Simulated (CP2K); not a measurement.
# Si2Mo (I4/mmm) in CP2K: reference runs, part 2 of 2

CP2K 2026.2. The steps go on from the part before.

## 3. Single point, PBE (atoms moved at random, drawn with an rms of 0.05 Å)

si2mo_scf.inp reads:

```
&GLOBAL
  PROJECT si2mo_scf
  RUN_TYPE ENERGY_FORCE
  PRINT_LEVEL LOW
&END GLOBAL
&FORCE_EVAL
  METHOD QS
  STRESS_TENSOR ANALYTICAL
  &DFT
    BASIS_SET_FILE_NAME BASIS_MOLOPT_UZH
    POTENTIAL_FILE_NAME POTENTIAL_UZH
    &MGRID
      CUTOFF 450
      REL_CUTOFF 60
      NGRIDS 4
    &END MGRID
    &QS
      METHOD GPW
      EPS_DEFAULT 1.0E-10
    &END QS
    &KPOINTS
      SCHEME MONKHORST-PACK 12 12 12
      GAMMA_CENTERED T
      SYMMETRY T
      SYMMETRY_BACKEND SPGLIB
    &END KPOINTS
    &SCF
      SCF_GUESS ATOMIC
      EPS_SCF 1.0E-6
      MAX_SCF 100
      ADDED_MOS 15
      CHOLESKY OFF
      EPS_EIGVAL 1.0E-7
      &DIAGONALIZATION ON
        ALGORITHM STANDARD
      &END DIAGONALIZATION
      &MIXING ON
        METHOD BROYDEN_MIXING
        ALPHA 0.4
        BETA 1.5
        NBUFFER 8
      &END MIXING
      &SMEAR ON
        METHOD FERMI_DIRAC
        ELECTRONIC_TEMPERATURE [K] 580.226
      &END SMEAR
    &END SCF
    &XC
      &XC_FUNCTIONAL
        &GGA_X_PBE
        &END GGA_X_PBE
        &GGA_C_PBE
        &END GGA_C_PBE
      &END XC_FUNCTIONAL
    &END XC
    &PRINT
      &KPOINTS ON
      &END KPOINTS
      &MULLIKEN ON
      &END MULLIKEN
      &MO ON
        ENERGIES T
        OCCUPATION_NUMBERS T
        &EACH
          QS_SCF 0
        &END EACH
        ADD_LAST NUMERIC
      &END MO
      &LOWDIN ON
      &END LOWDIN
      &HIRSHFELD ON
        SHAPE_FUNCTION DENSITY
      &END HIRSHFELD
    &END PRINT
  &END DFT
  &SUBSYS
    &CELL
      A 4.5352872291 0.0000000000 0.0000000000
      B 2.2774368476 3.9220035256 0.0000000000
      C -3.4063620383 -1.9610017628 2.2627416998
      PERIODIC XYZ
    &END CELL
    &COORD
      Mo  0.0617234576 -0.0057163201 0.0150268676
      Si  4.5702827260 2.6740769118 0.0565775935
      Si  2.2540969687 1.3337184799 0.0260237923
    &END COORD
    &KIND Mo
      BASIS_SET TZVP-MOLOPT-PBE-GTH-q14
      POTENTIAL GTH-PBE-q14
    &END KIND
    &KIND Si
      BASIS_SET TZVP-MOLOPT-PBE-GTH-q4
      POTENTIAL GTH-PBE-q4
    &END KIND
    &PRINT
      &ATOMIC_COORDINATES ON
      &END ATOMIC_COORDINATES
      &CELL ON
      &END CELL
    &END PRINT
  &END SUBSYS
  &PRINT
    &FORCES ON
    &END FORCES
    &STRESS_TENSOR ON
    &END STRESS_TENSOR
  &END PRINT
&END FORCE_EVAL
```

Potentials or basis: POTENTIAL_UZH Mo GTH-PBE-q14, Si GTH-PBE-q4; TZVP-MOLOPT-PBE-GTH basis.

The run is started by

```bash
$ OMP_NUM_THREADS=1 cp2k.psmp -i si2mo_scf.inp -o si2mo_scf.out
```

si2mo_scf.out:

```text

 CP2K| version string:                                       CP2K version 2026.2
 CP2K| Input file name                                             si2mo_scf.inp

 GLOBAL| Force Environment number                                              1
 GLOBAL| Basis set file name                                    BASIS_MOLOPT_UZH
 GLOBAL| Potential file name                                       POTENTIAL_UZH
 GLOBAL| MM Potential file name                                     MM_POTENTIAL
 GLOBAL| Coordinate file name                                      __STD_INPUT__
 GLOBAL| Method name                                                        CP2K
 GLOBAL| Project name                                                  si2mo_scf
 GLOBAL| Run type                                                   ENERGY_FORCE
 GLOBAL| FFT library                                                       FFTW3
 GLOBAL| Diagonalization library                                       ScaLAPACK
 GLOBAL| Cholesky decomposition library                                ScaLAPACK
 GLOBAL| DGEMM library                                                      BLAS
 GLOBAL| Direct generalized diagonalization requested                          F
 GLOBAL| Matrix multiplication library                                 ScaLAPACK
 GLOBAL| Global print level                                                  LOW
 GLOBAL| Total number of message passing processes                             1
 GLOBAL| Number of threads for this process                                    1
 GLOBAL| CPU model name                                                  UNKNOWN

 CELL| Volume [angstrom^3]:                                            40.248320
 CELL| Vector a [angstrom]:       4.535     0.000     0.000   |a| =     4.535287
 CELL| Vector b [angstrom]:       2.277     3.922     0.000   |b| =     4.535287
 CELL| Vector c [angstrom]:      -3.406    -1.961     2.263   |c| =     4.535287
 CELL| Angle (b,c), alpha [degree]:                                   138.683989
 CELL| Angle (a,c), beta  [degree]:                                   138.683989
 CELL| Angle (a,b), gamma [degree]:                                    59.857036
 CELL| Numerically orthorhombic:                                              NO
 CELL| Periodicity                                                           XYZ

 CELL_REF| Volume [angstrom^3]:                                        40.248320
 CELL_REF| Vector a [angstrom     4.535     0.000     0.000   |a| =     4.535287
 CELL_REF| Vector b [angstrom     2.277     3.922     0.000   |b| =     4.535287
 CELL_REF| Vector c [angstrom    -3.406    -1.961     2.263   |c| =     4.535287
 CELL_REF| Angle (b,c), alpha [degree]:                               138.683989
[... 391 lines left out ...]
 MO|      4              -0.784265             -21.340933               2.000000
 MO|      5               0.110280               3.000871               2.000000
 MO|      6               0.194671               5.297270               2.000000
[... 210 lines left out ...]
 MO|     25               1.197493              32.585429               0.000000
 MO|     26               1.226888              33.385327               0.000000
 MO| Sum:                                                              22.000002
 MO| E(Fermi):            0.500936 a.u.         13.631149 eV

 [... the levels of further k-points ...]

 !-----------------------------------------------------------------------------!
                     Mulliken Population Analysis

 #  Atom  Element  Kind  Atomic population                           Net charge
       1     Mo       1         14.097708                             -0.097708
       2     Si       2          3.959471                              0.040529
       3     Si       2          3.942821                              0.057179
 # Total charge                             22.000000                  0.000000

 !-----------------------------------------------------------------------------!

 !-----------------------------------------------------------------------------!
                           Hirshfeld Charges

  #Atom  Element  Kind  Ref Charge     Population                    Net charge
      1       Mo     1      14.000         13.879                         0.121
      2       Si     2       4.000          4.063                        -0.063
      3       Si     2       4.000          4.058                        -0.058

  Total Charge                                                            0.000
 !-----------------------------------------------------------------------------!

 LOWDIN POPULATION ANALYSIS

 #  Atom  Element  Kind  Atomic population                           Net charge
       1     Mo       1         15.479230                             -1.479230
       2     Si       2          3.264092                              0.735908
       3     Si       2          3.256678                              0.743322
 # Total charge                             22.000000                  0.000000

 ENERGY| Total FORCE_EVAL ( QS ) energy [hartree]            -75.745125028506635

 FORCES| Atomic forces [hartree/bohr]
 FORCES|   Atom     x               y               z               |f|
 FORCES|      1 -1.22403194E-02  7.43858777E-03  4.82700439E-03   1.51148264E-02
 FORCES|      2 -5.38303630E-03 -1.17559637E-02 -6.23836761E-03   1.43560786E-02
 FORCES|      3  1.76250150E-02  4.31828418E-03  1.41090457E-03   1.82010819E-02
 FORCES| Sum     1.65928891E-06  9.08291737E-07 -4.58643739E-07
 FORCES| Total atomic force                                       1.94642946E-06

 STRESS| Analytical stress tensor [bar]
 STRESS|                        x                   y                   z
 STRESS|      x        3.19971740378E+04  -5.55150869141E+03  -9.05796976322E+02
 STRESS|      y       -5.55150869141E+03   3.32056690810E+04  -1.66768374182E+03
 STRESS|      z       -9.05796976322E+02  -1.66768374182E+03   3.15200470173E+04
 STRESS| 1/3 Trace                                             3.22409633787E+04
 STRESS| Determinant                                           3.23852283019E+13

 STRESS| Eigenvectors and eigenvalues of the analytical stress tensor [bar]
 STRESS|                        1                   2                   3
 STRESS| Eigenvalues   2.63898580194E+04   3.20844362575E+04   3.82485958592E+04
 STRESS|      x           0.690364246311     -0.311862257211     -0.652793336319
 STRESS|      y           0.643295872978     -0.148224824519      0.751132359312
 STRESS|      z           0.331010010763      0.938494184278     -0.098290583738
```

Wall time 5.8 min (1 thread of Arm Neoverse V1, shared host); peak memory 0.75 GiB.

Results:

```yaml
Free_energy: -2061.1297 eV
Pressure: 3.2 GPa
Largest_force: 0.936 eV/Å
Band_gap_on_the_k_mesh: none (metal or under the smearing width)
Mulliken_charges: Mo -0.10; Si +0.04, +0.06 e
Hirshfeld_charges: Mo +0.12; Si -0.06 e
```

Forces on the atoms (eV/Å):
```
Mo  -0.629  0.383  0.248
Si  -0.277 -0.605 -0.321
Si   0.906  0.222  0.073
```

Levels at points of the mesh, in eV from the Fermi level:
| k point | band 7 | band 8 | band 9 | band 10 | band 11 | band 12 | band 13 | band 14 | band 15 | band 16 |
| --- | --- | --- | --- | --- | --- | --- | --- | --- | --- | --- |
| (0.00, 0.00, 0.00) | -3.52 | -3.00 | -2.78 | -2.75 | 0.43 | 2.85 | 3.68 | 3.83 | 3.86 | 4.14 |
| (0.00, 0.00, 0.50) | -5.88 | -5.42 | -4.65 | -3.10 | -0.99 | 2.33 | 2.67 | 2.79 | 3.23 | 5.02 |
| (0.00, 0.50, 0.00) | -4.90 | -4.39 | -2.71 | -2.48 | -0.59 | 2.28 | 2.97 | 3.97 | 4.47 | 5.59 |
| (0.00, 0.50, 0.50) | -4.91 | -4.45 | -2.73 | -2.42 | -0.59 | 2.26 | 2.81 | 4.00 | 4.43 | 5.52 |
| (0.50, 0.00, 0.00) | -4.85 | -4.45 | -2.71 | -2.45 | -0.59 | 2.26 | 2.95 | 3.98 | 4.47 | 5.43 |
| (0.50, 0.00, 0.50) | -4.93 | -4.45 | -2.71 | -2.43 | -0.61 | 2.27 | 2.79 | 4.01 | 4.42 | 5.71 |
| (0.50, 0.50, 0.00) | -5.86 | -5.46 | -4.65 | -3.11 | -0.99 | 2.33 | 2.66 | 2.85 | 3.18 | 5.00 |
| (0.50, 0.50, 0.50) | -3.53 | -2.52 | -0.72 | -0.67 | -0.56 | -0.54 | 0.62 | 4.51 | 5.12 | 7.20 |

Caveat: Mulliken charges move with the basis; the basis of atomic orbitals isn't converged, which shifts pressures, moduli and gaps.
